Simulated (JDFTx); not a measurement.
**Sn under changes of volume**

One of the cells (33.803 Å³/atom); the others are scaled copies at fixed shape and fractional positions:

```xyz
2
Lattice="0.0000 3.2333 3.2333 3.2333 0.0000 3.2333 3.2333 3.2333 0.0000" Properties=species:S:1:pos:R:3 pbc="T T T"
Sn    4.8500    4.8500    4.8500
Sn    3.2333    3.2333    3.2333
```

This isn't the form of Sn at room conditions, which is tetragonal (white tin).

```yaml
Program: JDFTx 1.7.0 (patched build)
Functional: LDA
Potentials_or_basis: PseudoDojo-SR-LDA-0.4.1-standard
Cutoff: 980 eV
Density_cutoff: 7837 eV
k_mesh: 7 × 7 × 7
Occupations: fermi-dirac, width 0.05 eV
Spin: no spin polarisation
```

```tsv
volume (Å³/atom)	energy over the lowest point (meV/atom)	pressure (GPa)
31.775	21.17	3.4
32.451	9.35	2.2
33.127	2.48	1.1
33.803	0.00	0.1
34.479	1.40	-0.7
35.155	?	?
35.831	13.94	-2.1
```

Q: What does the run at 35.155 Å³/atom give?

A: Energy over the lowest point 6.19 meV/atom; pressure -1.5 GPa.

Worked out: A Birch-Murnaghan fit of order 3 (a polynomial in V^(-2/3)) to the other rows has its minimum at 33.89 Å³/atom with B0 = V·E''(V) = 45 GPa and B' = 5.4. It gives 6.17 meV/atom at 35.155 Å³/atom, against the run's 6.19, and -dE/dV = -1.5 GPa, against -1.5.

Energies are extrapolated to zero smearing.
